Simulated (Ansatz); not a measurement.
# BN: the cost of one run

Program: Ansatz 0.2.0. Level of theory: DFT PBEsol, scalar-relativistic, plane waves, PAW. These are calculated values, not measurements.

## Step 1: The system as given

Symmetry: R3m, No. 160, trigonal system. The conventional cell has a = 2.502 Å, b = 2.502 Å, c = 10.119 Å, α = 90.00°, β = 90.00°, γ = 120.00°. B (site symmetry 3m) is surrounded by 3 N at 1.44 Å. Around N (site symmetry 3m) lie 3 B at 1.44 Å.

Coordinates:

```xyz
2
Lattice="1.2511 0.7223 3.3729 -1.2511 0.7223 3.3729 0.0000 -1.4447 3.3729" Properties=species:S:1:pos:R:3 pbc="T T T"
B     0.0000    0.0000   10.1155
N     0.0000    0.0000    3.3672
```

The structure comes from the Materials Project (structure only).

(A quick probe on a coarse mesh, which set the mesh and smearing, is not shown.)

## Step 3: The relaxation

input.yaml reads:

```yaml
crystal:
  lattice:
    - [1.2511217832, 0.7223354983, 3.3729344033]
    - [-1.2511217832, 0.7223354983, 3.3729344033]
    - [0.0, -1.4446709967, 3.3729344033]
  atoms:
    - { symbol: B, position: [0.9996712, 0.9996712, 0.9996712] }
    - { symbol: "N", position: [0.3327618, 0.3327618, 0.3327618] }
basis:
  ecutwfc: 420
kpoints:
  mp_grid: { grid: [12, 12, 12] }
hamiltonian:
  xc: pbesol
  pseudopotentials: { kind: paw, azcp: { folder: soft_1 } }
scf:
  occupations: { method: gaussian, width: 0.02 }
output:
  forces: true
  stress: true
  eigenvalues: true
relax:
  adjacent_minimum: "off"
  f_tol: 0.005
  max_steps: 80
  cell: { stress_tol: 0.05 }
```

The run is started by

```
$ ansatz run input.yaml --threads 1 --pin off --max-ram 3072MiB --backend cpu --events-out ev --progress --plain --runs-dir out
```

Q: Estimate wall time and peak memory on 1 thread of Intel Xeon Platinum 8375C at 2.90GHz (Ice Lake), shared host.

About 43 s, with a peak of 0.39 GiB.
